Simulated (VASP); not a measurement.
# Er (Fm-3m) in VASP: further runs

The runs below take Er through single point, with PBE.

Everything below comes from runs of VASP 6.6.1. Logs are shortened: lines on timing, memory, paths and dates and some standing lists are left out, and cuts for length are marked.

## 1. Starting point

It takes space group Fm-3m (No. 225, cubic). Conventional cell: a = 4.960 Å, b = 4.960 Å, c = 4.960 Å, α = 90.00°, β = 90.00°, γ = 90.00°. Er (site symmetry m-3m) has 12 Er at 3.51 Å as nearest neighbours.

This isn't the form of Er at room conditions, which is hcp.

## 2. Single point, PBE, collinear spin, ferromagnetic start

Input file INCAR:

```
SYSTEM = Er
PREC     = Accurate       ! precision mode
ENCUT    = 300            ! plane-wave cutoff, eV
EDIFF    = 1E-6           ! SCF threshold, eV
ISMEAR   = 0              ! smearing method
SIGMA    = 0.2            ! smearing width, eV
LREAL    = .False.        ! projectors in reciprocal space
LASPH    = .True.         ! aspherical terms in the spheres
NELM     = 100            ! most SCF steps
ALGO     = Normal         ! electronic algorithm
ISIF     = 2              ! what is computed and relaxed
LWAVE    = .False.        ! write WAVECAR
LCHARG   = .False.        ! write CHGCAR
ISPIN    = 2              ! spin polarisation
MAGMOM   = 3              ! initial moments
LORBIT   = 11             ! projections on sites
LMAXMIX  = 6              ! l up to which the mixer works
GGA      = PE             ! functional
ADDGRID  = .False.
```

Input file KPOINTS:

```
Automatic mesh
0
Gamma
  7 7 7
  0 0 0
```

Input file POSCAR:

```
Er
1.0
   -0.0089250000      2.4571370000      2.4791170000
    2.4542050000     -0.0023290000      2.4725200000
    2.4870360000      2.4833720000     -0.0351600000
Er
1
Direct
   -0.0043710000     -0.0077920000     -0.0181410000
```

Potentials or basis: VASP PAW PBE potentials, release 64 (Er_3), 4f in core.

Started as:

```
cat potpaw_PBE.64/Er_3/POTCAR > POTCAR
mpirun -np 1 vasp_std > vasp.out
```

OUTCAR:

```text
SYSTEM = Er
   PREC = Accurate
   ENCUT = 300
   EDIFF = 1E-6
   ISMEAR = 0
   LREAL = .False.
   LASPH = .True.
   NELM = 100
   ISIF = 2
   ISPIN = 2
   LORBIT = 11
   GGA = PE

 Found    172 irreducible k-points:

 Following reciprocal coordinates:
            Coordinates               Weight
  0.000000  0.000000  0.000000      1.000000
  0.142857  0.000000 -0.000000      2.000000
  0.285714  0.000000 -0.000000      2.000000
  0.428571  0.000000  0.000000      2.000000
  0.000000  0.142857  0.000000      2.000000
  0.142857  0.142857  0.000000      2.000000
   k-points           NKPTS =    172   k-points in BZ     NKDIM =    172   number of bands    NBANDS=     10
   number of dos      NEDOS =    301   number of ions     NIONS =      1
   total plane-waves  NPLWV =   8000
   dimension x,y,z NGX =    20 NGY =   20 NGZ =   20
   dimension x,y,z NGXF=    40 NGYF=   40 NGZF=   40
   ions per type =               1
   NGX,Y,Z   is equivalent  to a cutoff of   9.53,  9.54,  9.46 a.u.
   NGXF,Y,Z  is equivalent  to a cutoff of  19.05, 19.09, 18.92 a.u.
 SYSTEM =  Er
   PREC   = accura    normal or accurate (medium, high low for compatibility)
   ISTART =      0    job   : 0-new  1-cont  2-samecut
   ICHARG =      2    charge: 1-file 2-atom 10-const
   ISPIN  =      2    spin polarized calculation?
   LNONCOLLINEAR =      F non collinear calculations
   LSORBIT =      F    spin-orbit coupling
   LASPH  =      T    aspherical Exc in radial PAW
   ENCUT  =  300.0 eV  22.05 Ry    4.70 a.u.   4.93  4.92  4.96*2*pi/ulx,y,z
   NELM   =    100;   NELMIN=  2; NELMDL= -5     # of ELM steps
   EDIFF  = 0.1E-05   stopping-criterion for ELM
   LREAL  =      F    real-space projection
   EDIFFG = 0.1E-04   stopping-criterion for IOM
   NSW    =      0    number of steps for IOM
   IBRION =     -1    ionic relax: 0-MD 1-quasi-New 2-CG
   NFREE  =      0    steps in history (QN), initial steepest desc. (CG)
   ISIF   =      2    stress and relaxation
   ISYM   =      2    0-nonsym 1-usesym 2-fastsym
   POTIM  = 0.5000    time-step for ionic-motion
   TEBEG  =    0.0;   TEEND  =   0.0 temperature during run
   PSTRESS=    0.0 pullay stress
   NELECT =       9.0000    total number of electrons
   NUPDOWN=      -1.0000    fix difference up-down
   EMIN   =  10.00;   EMAX   =-10.00  energy-range for DOS
   EFERMI =   0.00;   METHOD = LEGACY
   ISMEAR =     0;   SIGMA  =   0.20  broadening in eV -4-tet -1-fermi 0-gaus
   EFERMI_NEDOS =   21; number of points for ismear=-14 and -15
   IALGO  =     38    algorithm
   IMIX   =      4    mixing-type and parameters
     AMIX     =   0.40;   BMIX     =  1.00
     AMIX_MAG =   1.60;   BMIX_MAG =  1.00
  volume/ion in A,a.u.               =      30.50       205.83
  Fermi-wavevector in a.u.,A,eV,Ry     =   1.089904  2.059619 16.162220  1.187890
  Thomas-Fermi vector in A             =   2.226117
   LORBIT       =     11    0 simple, 1 ext, 2 COOP (PROOUT), +10 PAW based schemes
   GGA     = PE    functional components
   LHFCALC =     F    Hartree Fock is set to
   AEXX    =    0.0000 exact exchange contribution
   IVDW    =     0    specifies the selected vdW correction
   LEPSILON=     F    determine dielectric tensor
   LRPA    =     F    only Hartree local field effects (RPA)
 spin polarized calculation
 Gauss-broadening in eV      SIGMA  =   0.20
  energy-cutoff  :      300.00
  volume of cell :       30.50
 maximum number of plane-waves:       370
   NGX =  9   NGY =  9   NGZ =  9

 number of electron       9.0000002 magnetization      -0.0287543

 number of electron       9.0000002 magnetization       0.0001029

 Free energy of the ion-electron system (eV)
  ---------------------------------------------------
  ext. energy  EPLUGINS =         0.00000000
  ---------------------------------------------------
  free energy    TOTEN  =        -4.48626699 eV

  energy without entropy =       -4.45942501  energy(sigma->0) =       -4.47284600

 E-fermi :   3.0740     XC(G=0):  -9.8743

 val. band max:        2.9751689941   @ k =   0.0000   0.2857   0.2857
 cond. band min:       3.1475527406   @ k =  -0.2857   0.0000   0.2857
 fundamental gap:      0.1723837465
 Fermi energy:         3.0740253677

 spin component 1

 k-point     1 :       0.0000    0.0000    0.0000
  band No.  band energies     occupation
      1     -21.3126      1.00000
      2     -21.2970      1.00000
      3     -21.2938      1.00000
      4      -2.4831      1.00000
      5       4.9229      0.00000
      6       5.1635      0.00000
      7       5.1902      0.00000
      8       7.3873      0.00000
      9       7.5017      0.00000
     10      12.6413      0.00000
[... 53 lines left out ...]
 k-point     6 :       0.1429    0.1429    0.0000
  band No.  band energies     occupation
      1     -21.4169      1.00000
      2     -21.3461      1.00000
      3     -21.3361      1.00000
      4      -1.7551      1.00000
      5       4.2328      0.00000
      6       5.4993      0.00000
      7       5.6126      0.00000
      8       6.2983      0.00000
      9       7.7705      0.00000
     10      14.2729      0.00000

 [... further k-points ...]

 spin component 2

 k-point     1 :       0.0000    0.0000    0.0000
  band No.  band energies     occupation
      1     -21.3125      1.00000
      2     -21.2970      1.00000
      3     -21.2938      1.00000
      4      -2.4830      1.00000
      5       4.9229      0.00000
      6       5.1634      0.00000
      7       5.1902      0.00000
      8       7.3872      0.00000
      9       7.5017      0.00000
     10      12.6415      0.00000
[... 53 lines left out ...]
 k-point     6 :       0.1429    0.1429    0.0000
  band No.  band energies     occupation
      1     -21.4168      1.00000
      2     -21.3460      1.00000
      3     -21.3361      1.00000
      4      -1.7550      1.00000
      5       4.2328      0.00000
      6       5.4993      0.00000
      7       5.6125      0.00000
      8       6.2982      0.00000
      9       7.7705      0.00000
     10      14.2732      0.00000

 [... further k-points ...]

------------------------ aborting loop because EDIFF is reached ----------------------------------------

  FORCE on cell =-STRESS in cart. coord.  units (eV):
  Direction    XX          YY          ZZ          XY          YZ          ZX
  --------------------------------------------------------------------------------------
  -------------------------------------------------------------------------------------
  Total       -0.0014227      0.0082583     -0.0572012     -0.0615976      0.0728361      0.1069822
  in kB       -0.0747369      0.4338094     -3.0047833     -3.2357242      3.8260816      5.6197795
  external PRESSURE =      -0.8819036 kB  Pullay stress =       0.0000000 kB

 VOLUME and BASIS-vectors are now :
 -----------------------------------------------------------------------------
  energy-cutoff  :      300.00
  volume of cell :       30.50
      direct lattice vectors                 reciprocal lattice vectors
    -0.008925000  2.457137000  2.479117000    -0.201313527  0.204442392  0.200014888
     2.454205000 -0.002329000  2.472520000     0.204685885 -0.202140878  0.201085569
     2.487036000  2.483372000 -0.035160000     0.199378760  0.200206110 -0.197713292

 POSITION                                       TOTAL-FORCE (eV/Angst)
 -----------------------------------------------------------------------------------
      4.86811      4.88241      4.88701         0.000000      0.000000      0.000000
 -----------------------------------------------------------------------------------
    total drift:                                0.000005      0.000006     -0.000008

  FREE ENERGIE OF THE ION-ELECTRON SYSTEM (eV)
  ---------------------------------------------------
  free  energy   TOTEN  =        -4.4862669889 eV

  energy  without entropy=       -4.4594250081  energy(sigma->0) =       -4.47284600

 total charge

# of ion       s       p       d       tot
------------------------------------------
    1        0.515   6.498   1.107   8.120

 magnetization (x)

# of ion       s       p       d       tot
------------------------------------------
    1       -0.000   0.000  -0.000  -0.000
```

stdout:

```text
POSCAR found type information on POSCAR Er
 POSCAR found :  1 types and       1 ions
 scaLAPACK will be used
 LDA part: xc-table for (Slater+PW92), standard interpolation
 POSCAR, INCAR and KPOINTS ok, starting setup
 FFT: planning ... GRIDC
 FFT: planning ... GRID_SOFT
 FFT: planning ... GRID
 WAVECAR not read
 entering main loop
```

It took 23 s on 1 thread of Intel Xeon 6975P-C (Granite Rapids), shared host; peak memory 0.16 GiB.

The run converged, but some of its settings lie outside the range that counts as converged, so its numbers aren't taken as properties of the crystal.

What came out:

```yaml
Free_energy: -4.4863 eV
Pressure: -0.1 GPa
Band_gap_on_the_k_mesh: none (metal or under the smearing width)
Net_moment: 0.00 μB per cell
Valence_electrons_inside_the_program's_atomic_spheres: Er 8.12
```

Caveat: the magnetic or orbital state may not be the lowest; spin-orbit coupling is left out, which moves the levels of the heavy elements; the 4f electrons are frozen in the core as for a trivalent ion, so they carry no moment and show no levels.

## 3. Single point, PBE, collinear spin, ferromagnetic start

INCAR: that of step 2 with these lines changed.

```diff
@@ -2,3 +2,3 @@
 PREC     = Accurate       ! precision mode
-ENCUT    = 300            ! plane-wave cutoff, eV
+ENCUT    = 450            ! plane-wave cutoff, eV
 EDIFF    = 1E-6           ! SCF threshold, eV
```

Input file KPOINTS:

```
Automatic mesh
0
Gamma
  6 6 6
  0 0 0
```

Input file POSCAR:

```
Er
1.0
    0.0000000000      2.4798434248      2.4798434248
    2.4798434248      0.0000000000      2.4798434248
    2.4798434248      2.4798434248      0.0000000000
Er
1
Direct
    0.0000000000      0.0000000000      0.0000000000
```

Potentials or basis: VASP PAW PBE potentials, release 64 (Er_3), 4f in core.

Started as:

```
cat potpaw_PBE.64/Er_3/POTCAR > POTCAR
mpirun -np 1 vasp_std > vasp.out
```

OUTCAR:

```text
SYSTEM = Er
   PREC = Accurate
   ENCUT = 450
   EDIFF = 1E-6
   ISMEAR = 0
   LREAL = .False.
   LASPH = .True.
   NELM = 100
   ISIF = 2
   ISPIN = 2
   LORBIT = 11
   GGA = PE

 Found     16 irreducible k-points:

 Following reciprocal coordinates:
            Coordinates               Weight
  0.000000  0.000000  0.000000      1.000000
  0.166667  0.000000  0.000000      8.000000
  0.333333  0.000000  0.000000      8.000000
  0.500000  0.000000  0.000000      4.000000
  0.166667  0.166667  0.000000      6.000000
  0.333333  0.166667  0.000000     24.000000
   k-points           NKPTS =     16   k-points in BZ     NKDIM =     16   number of bands    NBANDS=     10
   number of dos      NEDOS =    301   number of ions     NIONS =      1
   total plane-waves  NPLWV =  13824
   dimension x,y,z NGX =    24 NGY =   24 NGZ =   24
   dimension x,y,z NGXF=    48 NGYF=   48 NGZF=   48
   ions per type =               1
   NGX,Y,Z   is equivalent  to a cutoff of  11.38, 11.38, 11.38 a.u.
   NGXF,Y,Z  is equivalent  to a cutoff of  22.75, 22.75, 22.75 a.u.
 SYSTEM =  Er
   PREC   = accura    normal or accurate (medium, high low for compatibility)
   ISTART =      0    job   : 0-new  1-cont  2-samecut
   ICHARG =      2    charge: 1-file 2-atom 10-const
   ISPIN  =      2    spin polarized calculation?
   LNONCOLLINEAR =      F non collinear calculations
   LSORBIT =      F    spin-orbit coupling
   LASPH  =      T    aspherical Exc in radial PAW
   ENCUT  =  450.0 eV  33.07 Ry    5.75 a.u.   6.07  6.07  6.07*2*pi/ulx,y,z
   NELM   =    100;   NELMIN=  2; NELMDL= -5     # of ELM steps
   EDIFF  = 0.1E-05   stopping-criterion for ELM
   LREAL  =      F    real-space projection
   EDIFFG = 0.1E-04   stopping-criterion for IOM
   NSW    =      0    number of steps for IOM
   IBRION =     -1    ionic relax: 0-MD 1-quasi-New 2-CG
   NFREE  =      0    steps in history (QN), initial steepest desc. (CG)
   ISIF   =      2    stress and relaxation
   ISYM   =      2    0-nonsym 1-usesym 2-fastsym
   POTIM  = 0.5000    time-step for ionic-motion
   TEBEG  =    0.0;   TEEND  =   0.0 temperature during run
   PSTRESS=    0.0 pullay stress
   NELECT =       9.0000    total number of electrons
   NUPDOWN=      -1.0000    fix difference up-down
   EMIN   =  10.00;   EMAX   =-10.00  energy-range for DOS
   EFERMI =   0.00;   METHOD = LEGACY
   ISMEAR =     0;   SIGMA  =   0.20  broadening in eV -4-tet -1-fermi 0-gaus
   EFERMI_NEDOS =   21; number of points for ismear=-14 and -15
   IALGO  =     38    algorithm
   IMIX   =      4    mixing-type and parameters
     AMIX     =   0.40;   BMIX     =  1.00
     AMIX_MAG =   1.60;   BMIX_MAG =  1.00
  volume/ion in A,a.u.               =      30.50       205.83
[... 43 lines left out ...]
      4      -2.4833      1.00000
      5       5.0930      0.00000
      6       5.0930      0.00000
      7       5.0930      0.00000
      8       7.4386      0.00000
      9       7.4386      0.00000
     10      12.6441      0.00000
[... 53 lines left out ...]
 k-point     6 :       0.3333    0.1667    0.0000
  band No.  band energies     occupation
      1     -21.6760      1.00000
      2     -21.4085      1.00000
      3     -21.4060      1.00000
      4      -0.0998      1.00000
      5       3.3248      0.04934
      6       4.6992      0.00000
      7       5.9335      0.00000
      8       7.1384      0.00000
      9       8.5146      0.00000
     10      13.5168      0.00000

 [... further k-points ...]

 spin component 2

 k-point     1 :       0.0000    0.0000    0.0000
  band No.  band energies     occupation
      1     -21.3046      1.00000
      2     -21.3046      1.00000
      3     -21.3046      1.00000
      4      -2.4834      1.00000
      5       5.0926      0.00000
      6       5.0926      0.00000
      7       5.0926      0.00000
      8       7.4385      0.00000
      9       7.4385      0.00000
     10      12.6437      0.00000
[... 53 lines left out ...]
 k-point     6 :       0.3333    0.1667    0.0000
  band No.  band energies     occupation
      1     -21.6761      1.00000
      2     -21.4085      1.00000
      3     -21.4060      1.00000
      4      -0.0999      1.00000
      5       3.3245      0.04956
      6       4.6992      0.00000
      7       5.9333      0.00000
      8       7.1382      0.00000
      9       8.5145      0.00000
     10      13.5170      0.00000

 [... further k-points ...]
[... 5 lines left out ...]
  --------------------------------------------------------------------------------------
  -------------------------------------------------------------------------------------
  Total        0.0132140      0.0132140      0.0132140     -0.0000000      0.0000000     -0.0000000
  in kB        0.6941295      0.6941295      0.6941295     -0.0000000      0.0000000     -0.0000000
  external PRESSURE =       0.6941295 kB  Pullay stress =       0.0000000 kB

 VOLUME and BASIS-vectors are now :
 -----------------------------------------------------------------------------
  energy-cutoff  :      450.00
  volume of cell :       30.50
      direct lattice vectors                 reciprocal lattice vectors
     0.000000000  2.479843425  2.479843425    -0.201625633  0.201625633  0.201625633
     2.479843425  0.000000000  2.479843425     0.201625633 -0.201625633  0.201625633
     2.479843425  2.479843425  0.000000000     0.201625633  0.201625633 -0.201625633

 POSITION                                       TOTAL-FORCE (eV/Angst)
 -----------------------------------------------------------------------------------
      0.00000      0.00000      0.00000         0.000000     -0.000000      0.000000
 -----------------------------------------------------------------------------------
    total drift:                               -0.000000     -0.000000     -0.000000

  FREE ENERGIE OF THE ION-ELECTRON SYSTEM (eV)
  ---------------------------------------------------
  free  energy   TOTEN  =        -4.4963829116 eV

  energy  without entropy=       -4.4672416185  energy(sigma->0) =       -4.48181227

 total charge

# of ion       s       p       d       tot
------------------------------------------
    1        0.516   6.503   1.101   8.121

 magnetization (x)

# of ion       s       p       d       tot
------------------------------------------
    1       -0.000  -0.000  -0.000  -0.000
```

stdout:

```text
POSCAR found type information on POSCAR Er
 POSCAR found :  1 types and       1 ions
 scaLAPACK will be used
 LDA part: xc-table for (Slater+PW92), standard interpolation
 POSCAR, INCAR and KPOINTS ok, starting setup
 FFT: planning ... GRIDC
 FFT: planning ... GRID_SOFT
 FFT: planning ... GRID
 WAVECAR not read
 entering main loop
```

It took 6.9 s on 1 thread of Intel Xeon 6975P-C (Granite Rapids), shared host; peak memory 0.14 GiB.

These settings aren't checked as converged: the numbers below hold their error.

Results:

```yaml
Free_energy: -4.4964 eV
Pressure: 0.1 GPa
Band_gap_on_the_k_mesh: none (metal or under the smearing width)
Net_moment: 0.00 μB per cell
Valence_electrons_inside_the_program's_atomic_spheres: Er 8.12
```

Caveat: the k mesh is coarse (spacing up to 0.37 Å⁻¹), so the values aren't converged; the magnetic or orbital state may not be the lowest; spin-orbit coupling is left out, which moves the levels of the heavy elements; the 4f electrons are frozen in the core as for a trivalent ion, so they carry no moment and show no levels.

(Continued in part 2 of 2.)
